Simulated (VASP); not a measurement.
Zn4Si3P8 (a cell with a defect), 15 atoms in the cell. The cell holds a defect, 15 atoms: a = 6.450 Å, b = 6.450 Å, c = 7.569 Å, α = 90.00°, β = 90.00°, γ = 108.15°.  The cell isn't the ideal one: Si vacancy, atoms relaxed.

* Program: VASP 6.6.1
* Task: single point
* Functional: PBEsol
* Potentials or basis: VASP PAW PBE potentials, release 64 (Zn, Si, P)
* Cutoff: 520 eV
* k mesh: 4 × 4 × 4
* Occupations: gaussian, width 0.05 eV
* Spin: no spin polarisation
* Dipole correction: no
* Charge: 4
* Further INCAR settings: LREAL = Auto; ALGO = Fast; EDIFF = 1e-06; NBANDS = 63; NELECT = 96.0

Potentials or basis: VASP PAW PBE potentials, release 64 (Zn, Si, P).

The run is started by

```sh
$ cat potpaw_PBE.64/Zn/POTCAR potpaw_PBE.64/Si/POTCAR potpaw_PBE.64/P/POTCAR > POTCAR
$ mpirun -np 1 vasp_std > vasp.out
```

Hardware: 1 thread of Intel(R) Xeon(R) 6975P-C (Granite Rapids) (shared host).

Q: How long does it take, and how much memory?

A: Wall time 7.5 min on 1 thread of Intel(R) Xeon(R) 6975P-C (Granite Rapids), with other jobs on the host, peak memory 0.5 GiB. Counts: scf iterations 16, k points 24.
